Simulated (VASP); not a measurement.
# ZnS (F-43m) in VASP: notebook

One crystal, ZnS, is run at these levels: LDA; tasks: band structure, Born charges and dielectric tensor.

Everything below comes from runs of VASP 6.6.1. Logs are shortened: lines on timing, memory, paths and dates and some standing lists are left out, and cuts for length are marked.

**The experiment to reproduce.**

“Electronic, vibrational, and thermodynamic properties of ZnS (zincblende and rocksalt structure)”, 2009, arxiv:0911.5022 quotes, for a bulk crystal of ZnS at 19 K: band gap 3.85 eV (direct).

From a printed reference work, monograph, for a bulk crystal of ZnS: high-frequency dielectric constant 5.14.

How close the calculation comes is told below.

## 1. Starting point

Symmetry: F-43m, No. 216, cubic system. The conventional cell has a = 5.302 Å, b = 5.302 Å, c = 5.302 Å, α = 90.00°, β = 90.00°, γ = 90.00°. Zn (site symmetry -43m) has 4 S at 2.30 Å as nearest neighbours. S (site symmetry -43m) has 4 Zn at 2.30 Å as nearest neighbours.

## 2. Band structure, LDA

Input file INCAR:

```
PREC = Accurate
ENCUT = 520
EDIFF = 1E-7
ISMEAR = 0
SIGMA = 0.02
LREAL = False
LASPH = True
NELM = 100
ALGO = Normal
ISIF = 2
LWAVE = False
LCHARG = False
NBANDS = 16
```

Input file KPOINTS:

```
regular mesh
0
Gamma
  10 10 10
```

Input file POSCAR:

```
ZnS                                     
1.0
    0.0000000000      2.6509237214      2.6509237214
    2.6509237214      0.0000000000      2.6509237214
    2.6509237214      2.6509237214      0.0000000000
  Zn              S             
     1     1
Direct
     0.2500000000000000    0.2500000000000000    0.2500000000000000
     0.0000000000000000    0.0000000000000000    0.0000000000000000
```

Input file KPOINTS_OPT:

```
path GXWKGLUWLK,UX
10
line-mode
reciprocal
 0.0000000000  0.0000000000  0.0000000000  G
 0.5000000000  0.0000000000  0.5000000000  X

 0.5000000000  0.0000000000  0.5000000000  X
 0.5000000000  0.2500000000  0.7500000000  W

 0.5000000000  0.2500000000  0.7500000000  W
 0.3750000000  0.3750000000  0.7500000000  K

 0.3750000000  0.3750000000  0.7500000000  K
 0.0000000000  0.0000000000  0.0000000000  G

 0.0000000000  0.0000000000  0.0000000000  G
 0.5000000000  0.5000000000  0.5000000000  L

 0.5000000000  0.5000000000  0.5000000000  L
 0.6250000000  0.2500000000  0.6250000000  U

 0.6250000000  0.2500000000  0.6250000000  U
 0.5000000000  0.2500000000  0.7500000000  W

 0.5000000000  0.2500000000  0.7500000000  W
 0.5000000000  0.5000000000  0.5000000000  L

 0.5000000000  0.5000000000  0.5000000000  L
 0.3750000000  0.3750000000  0.7500000000  K

 0.6250000000  0.2500000000  0.6250000000  U
 0.5000000000  0.0000000000  0.5000000000  X
```

Potentials or basis: VASP PAW LDA potentials, release 64 (Zn, S).

The run is started by

```console
> cat potpaw_LDA.64/Zn/POTCAR potpaw_LDA.64/S/POTCAR > POTCAR
> mpirun -np 1 vasp_std > vasp.out
```

OUTCAR:

```text
PREC = Accurate
   ENCUT = 520
   EDIFF = 1E-7
   ISMEAR = 0
   LREAL = False
   LASPH = True
   NELM = 100
   ISIF = 2

 ion  position               nearest neighbor table
   1  0.250  0.250  0.250-   2 2.30   2 2.30   2 2.30   2 2.30
   2  0.000  0.000  0.000-   1 2.30   1 2.30   1 2.30   1 2.30

  LATTYP: Found a face centered cubic cell.
 ALAT       =     5.3018474428

  Lattice vectors:

 A1 = (   0.0000000000,   2.6509237214,   2.6509237214)
 A2 = (   2.6509237214,   0.0000000000,   2.6509237214)
 A3 = (   2.6509237214,   2.6509237214,   0.0000000000)

Analysis of symmetry for initial positions (statically):
=====================================================================
 Subroutine PRICEL returns:
 Original cell was already a primitive cell.

 Routine SETGRP: Setting up the symmetry group for a
 face centered cubic supercell.

 Subroutine GETGRP returns: Found 24 space group operations
 (whereof 24 operations were pure point group operations)
 out of a pool of 48 trial point group operations.

The static configuration has the point symmetry T_d .

Analysis of symmetry for dynamics (positions and initial velocities):
=====================================================================
 Subroutine PRICEL returns:
 Original cell was already a primitive cell.

 Routine SETGRP: Setting up the symmetry group for a
 face centered cubic supercell.

 Subroutine GETGRP returns: Found 24 space group operations
 (whereof 24 operations were pure point group operations)
 out of a pool of 48 trial point group operations.

The dynamic configuration has the point symmetry T_d .

 Subroutine INISYM returns: Found 24 space group operations
 (whereof 24 operations are pure point group operations),
 and found     1 'primitive' translations

----------------------------------------------------------------------------------------

                                     Primitive cell

  volume of cell :      37.2582

  direct lattice vectors                    reciprocal lattice vectors
     0.000000000  2.650923721  2.650923721    -0.188613499  0.188613499  0.188613499
     2.650923721  0.000000000  2.650923721     0.188613499 -0.188613499  0.188613499
     2.650923721  2.650923721  0.000000000     0.188613499  0.188613499 -0.188613499

  length of vectors
     3.748972280  3.748972280  3.748972280     0.326688164  0.326688164  0.326688164

  position of ions in fractional coordinates (direct lattice)
     0.250000000  0.250000000  0.250000000
     0.000000000  0.000000000  0.000000000

  ion indices of the primitive-cell ions
   primitive index   ion index
                 1           1
                 2           2

----------------------------------------------------------------------------------------

 KPOINTS: regular mesh

Automatic generation of k-mesh.
 Grid dimensions read from file:
 generate k-points for:   10   10   10

 Generating k-lattice:

  Cartesian coordinates                     Fractional coordinates (reciprocal lattice)
    -0.018861350  0.018861350  0.018861350     0.100000000  0.000000000  0.000000000
     0.018861350 -0.018861350  0.018861350     0.000000000  0.100000000  0.000000000
     0.018861350  0.018861350 -0.018861350     0.000000000  0.000000000  0.100000000

  Length of vectors
     0.032668816  0.032668816  0.032668816

  Shift w.r.t. Gamma in fractional coordinates (k-lattice)
     0.000000000  0.000000000  0.000000000

 Subroutine IBZKPT returns following result:
 ===========================================

 Found     47 irreducible k-points:

 Following reciprocal coordinates:
            Coordinates               Weight
  0.000000  0.000000  0.000000      1.000000
  0.100000  0.000000  0.000000      8.000000
  0.200000  0.000000  0.000000      8.000000
  0.300000  0.000000  0.000000      8.000000
  0.400000  0.000000  0.000000      8.000000
  0.500000  0.000000  0.000000      4.000000
[... 16 lines left out ...]
  0.300000  0.300000  0.000000      6.000000
  0.400000  0.300000  0.000000     24.000000
 [... further k-points ...]
   k-points           NKPTS =     47   k-points in BZ     NKDIM =     47   number of bands    NBANDS=     16
   number of dos      NEDOS =    301   number of ions     NIONS =      2
   total plane-waves  NPLWV =  21952
   dimension x,y,z NGX =    28 NGY =   28 NGZ =   28
   dimension x,y,z NGXF=    56 NGYF=   56 NGZF=   56
   ions per type =               1   1
   NGX,Y,Z   is equivalent  to a cutoff of  12.42, 12.42, 12.42 a.u.
   NGXF,Y,Z  is equivalent  to a cutoff of  24.83, 24.83, 24.83 a.u.
 SYSTEM =  unknown system
   PREC   = accura    normal or accurate (medium, high low for compatibility)
   ISTART =      0    job   : 0-new  1-cont  2-samecut
   ICHARG =      2    charge: 1-file 2-atom 10-const
   ISPIN  =      1    spin polarized calculation?
   LNONCOLLINEAR =      F non collinear calculations
   LSORBIT =      F    spin-orbit coupling
   LASPH  =      T    aspherical Exc in radial PAW
   ENCUT  =  520.0 eV  38.22 Ry    6.18 a.u.   6.97  6.97  6.97*2*pi/ulx,y,z
   NELM   =    100;   NELMIN=  2; NELMDL= -5     # of ELM steps
   EDIFF  = 0.1E-06   stopping-criterion for ELM
   LREAL  =      F    real-space projection
   EDIFFG = 0.1E-05   stopping-criterion for IOM
   NSW    =      0    number of steps for IOM
   IBRION =     -1    ionic relax: 0-MD 1-quasi-New 2-CG
   NFREE  =      0    steps in history (QN), initial steepest desc. (CG)
   ISIF   =      2    stress and relaxation
   ISYM   =      2    0-nonsym 1-usesym 2-fastsym
   POTIM  = 0.5000    time-step for ionic-motion
   TEBEG  =    0.0;   TEEND  =   0.0 temperature during run
   PSTRESS=    0.0 pullay stress
   NELECT =      18.0000    total number of electrons
   NUPDOWN=      -1.0000    fix difference up-down
   EMIN   =  10.00;   EMAX   =-10.00  energy-range for DOS
   EFERMI =   0.00;   METHOD = LEGACY
   ISMEAR =     0;   SIGMA  =   0.02  broadening in eV -4-tet -1-fermi 0-gaus
   EFERMI_NEDOS =   21; number of points for ismear=-14 and -15
   IALGO  =     38    algorithm
   IMIX   =      4    mixing-type and parameters
     AMIX     =   0.40;   BMIX     =  1.00
     AMIX_MAG =   1.60;   BMIX_MAG =  1.00
  volume/ion in A,a.u.               =      18.63       125.72
  Fermi-wavevector in a.u.,A,eV,Ry     =   1.284572  2.427489 22.451315  1.650125
  Thomas-Fermi vector in A             =   2.416758
   LORBIT       =      0    0 simple, 1 ext, 2 COOP (PROOUT), +10 PAW based schemes
   GGA     = CA    functional components
   LHFCALC =     F    Hartree Fock is set to
   AEXX    =    0.0000 exact exchange contribution
   IVDW    =     0    specifies the selected vdW correction
   LEPSILON=     F    determine dielectric tensor
   LRPA    =     F    only Hartree local field effects (RPA)
 non-spin polarized calculation
 Gauss-broadening in eV      SIGMA  =   0.02
  energy-cutoff  :      520.00
  volume of cell :       37.26
 maximum number of plane-waves:      1018
   NGX = 13   NGY = 13   NGZ = 13

 number of electron      18.0000016 magnetization

 Free energy of the ion-electron system (eV)
  ---------------------------------------------------
  ext. energy  EPLUGINS =         0.00000000
  ---------------------------------------------------
  free energy    TOTEN  =        -8.20799347 eV

  energy without entropy =       -8.20799347  energy(sigma->0) =       -8.20799347

 E-fermi :   2.6145     XC(G=0): -10.3031

 val. band max:        2.4843424389   @ k =   0.0000   0.0000   0.0000
 cond. band min:       4.6315216529   @ k =   0.0000   0.0000   0.0000
 fundamental gap:      2.1471792141
 Fermi energy:         2.6145364478

 k-point     1 :       0.0000    0.0000    0.0000
  band No.  band energies     occupation
      1     -11.0414      2.00000
      2      -4.2589      2.00000
      3      -4.2589      2.00000
      4      -4.2589      2.00000
      5      -3.7093      2.00000
      6      -3.7093      2.00000
[... 8 lines left out ...]
     15      14.3073      0.00000
     16      14.3277      0.00000

 k-point     2 :       0.1000    0.0000    0.0000
  band No.  band energies     occupation
      1     -10.9564      2.00000
      2      -4.2621      2.00000
      3      -4.2436      2.00000
      4      -4.2436      2.00000
      5      -3.7108      2.00000
      6      -3.7108      2.00000
[... 8 lines left out ...]
     15      13.8068      0.00000
     16      14.9287      0.00000

 k-point     3 :       0.2000    0.0000    0.0000
  band No.  band energies     occupation
      1     -10.7205      2.00000
      2      -4.2517      2.00000
      3      -4.2059      2.00000
      4      -4.2059      2.00000
      5      -3.7112      2.00000
      6      -3.7112      2.00000
[... 8 lines left out ...]
     15      13.3487      0.00000
     16      14.8864      0.00000

 k-point     4 :       0.3000    0.0000    0.0000
  band No.  band energies     occupation
      1     -10.3970      2.00000
      2      -4.1695      2.00000
      3      -4.1660      2.00000
      4      -4.1660      2.00000
      5      -3.7018      2.00000
      6      -3.7018      2.00000
[... 8 lines left out ...]
     15      13.7438      0.00000
     16      14.3038      0.00000
[... 324 lines left out ...]
 k-point    22 :      -0.2000    0.2000    0.0000
  band No.  band energies     occupation
      1     -10.2875      2.00000
      2      -4.1685      2.00000
      3      -4.1377      2.00000
      4      -4.1329      2.00000
      5      -3.7355      2.00000
      6      -3.6661      2.00000
[... 8 lines left out ...]
     15      15.4687      0.00000
     16      17.1730      0.00000

 k-point    23 :       0.3000    0.3000    0.0000
  band No.  band energies     occupation
      1     -10.1803      2.00000
      2      -4.3417      2.00000
      3      -4.0377      2.00000
      4      -4.0377      2.00000
      5      -3.7491      2.00000
      6      -3.6523      2.00000
[... 8 lines left out ...]
     15      15.4093      0.00000
     16      19.3643      0.00000

 k-point    24 :       0.4000    0.3000    0.0000
  band No.  band energies     occupation
      1      -9.9470      2.00000
      2      -4.3091      2.00000
      3      -3.9877      2.00000
      4      -3.9803      2.00000
      5      -3.6874      2.00000
      6      -3.6435      2.00000
[... 8 lines left out ...]
     15      15.9823      0.00000
     16      18.5897      0.00000

 [... further k-points ...]

------------------------ aborting loop because EDIFF is reached ----------------------------------------

  FORCE on cell =-STRESS in cart. coord.  units (eV):
  Direction    XX          YY          ZZ          XY          YZ          ZX
  --------------------------------------------------------------------------------------
  -------------------------------------------------------------------------------------
  Total        0.0024950      0.0024950      0.0024950      0.0000000      0.0000000      0.0000000
  in kB        0.1072920      0.1072920      0.1072920      0.0000000      0.0000000      0.0000000
  external PRESSURE =       0.1072920 kB  Pullay stress =       0.0000000 kB

 VOLUME and BASIS-vectors are now :
 -----------------------------------------------------------------------------
  energy-cutoff  :      520.00
  volume of cell :       37.26
      direct lattice vectors                 reciprocal lattice vectors
     0.000000000  2.650923721  2.650923721    -0.188613499  0.188613499  0.188613499
     2.650923721  0.000000000  2.650923721     0.188613499 -0.188613499  0.188613499
     2.650923721  2.650923721  0.000000000     0.188613499  0.188613499 -0.188613499

 POSITION                                       TOTAL-FORCE (eV/Angst)
 -----------------------------------------------------------------------------------
      1.32546      1.32546      1.32546        -0.000000     -0.000000     -0.000000
      0.00000      0.00000      0.00000         0.000000      0.000000      0.000000
 -----------------------------------------------------------------------------------
    total drift:                               -0.000001     -0.000001     -0.000001

  FREE ENERGIE OF THE ION-ELECTRON SYSTEM (eV)
  ---------------------------------------------------
  free  energy   TOTEN  =        -8.2079934663 eV

  energy  without entropy=       -8.2079934663  energy(sigma->0) =       -8.20799347
```

Wall time 43 s (1 thread of Intel Xeon Platinum 8259CL at 2.50GHz (Skylake/Cascade Lake), shared host); peak memory 0.17 GiB.

What came out:

```yaml
Free_energy: -8.2080 eV
Pressure: 0.0 GPa
Band_gap_on_the_k_mesh: 2.15 eV, direct
Band_gap_along_the_path: 2.15 eV, direct
```

Levels at the corners of the path, in eV from the valence-band top:
| point | band 5 | band 6 | band 7 | band 8 | band 9 | band 10 | band 11 | band 12 | band 13 | band 14 |
| --- | --- | --- | --- | --- | --- | --- | --- | --- | --- | --- |
| Γ | -6.19 | -6.19 | 0.00 | 0.00 | 0.00 | 2.15 | 6.21 | 6.21 | 6.21 | 11.82 |
| X | -6.11 | -5.95 | -4.90 | -2.46 | -2.46 | 3.06 | 3.89 | 11.14 | 12.18 | 12.18 |
| X | -6.11 | -5.95 | -4.90 | -2.46 | -2.46 | 3.06 | 3.89 | 11.14 | 12.18 | 12.18 |
| W | -6.24 | -5.72 | -4.95 | -3.09 | -3.00 | 5.52 | 6.19 | 7.82 | 8.02 | 12.68 |
| W | -6.24 | -5.72 | -4.95 | -3.09 | -3.00 | 5.52 | 6.19 | 7.82 | 8.02 | 12.68 |
| K | -6.15 | -5.79 | -4.99 | -3.46 | -2.01 | 3.88 | 5.96 | 9.37 | 9.82 | 10.78 |
| K | -6.15 | -5.79 | -4.99 | -3.46 | -2.01 | 3.88 | 5.96 | 9.37 | 9.82 | 10.78 |
| Γ | -6.19 | -6.19 | 0.00 | 0.00 | 0.00 | 2.15 | 6.21 | 6.21 | 6.21 | 11.82 |
| Γ | -6.19 | -6.19 | 0.00 | 0.00 | 0.00 | 2.15 | 6.21 | 6.21 | 6.21 | 11.82 |
| L | -6.16 | -5.97 | -5.76 | -0.96 | -0.96 | 3.23 | 6.76 | 6.76 | 8.84 | 12.14 |
| L | -6.16 | -5.97 | -5.76 | -0.96 | -0.96 | 3.23 | 6.76 | 6.76 | 8.84 | 12.14 |
| U | -6.15 | -5.79 | -4.99 | -3.46 | -2.01 | 3.88 | 5.96 | 9.37 | 9.82 | 10.78 |
| U | -6.15 | -5.79 | -4.99 | -3.46 | -2.01 | 3.88 | 5.96 | 9.37 | 9.82 | 10.78 |
| W | -6.24 | -5.72 | -4.95 | -3.09 | -3.00 | 5.52 | 6.19 | 7.82 | 8.02 | 12.68 |
| W | -6.24 | -5.72 | -4.95 | -3.09 | -3.00 | 5.52 | 6.19 | 7.82 | 8.02 | 12.68 |
| L | -6.16 | -5.97 | -5.76 | -0.96 | -0.96 | 3.23 | 6.76 | 6.76 | 8.84 | 12.14 |
| L | -6.16 | -5.97 | -5.76 | -0.96 | -0.96 | 3.23 | 6.76 | 6.76 | 8.84 | 12.14 |
| K | -6.15 | -5.79 | -4.99 | -3.46 | -2.01 | 3.88 | 5.96 | 9.37 | 9.82 | 10.78 |
| U | -6.15 | -5.79 | -4.99 | -3.46 | -2.01 | 3.88 | 5.96 | 9.37 | 9.82 | 10.78 |
| X | -6.11 | -5.95 | -4.90 | -2.46 | -2.46 | 3.06 | 3.89 | 11.14 | 12.18 | 12.18 |

(Part 1 of 2 ends here.)
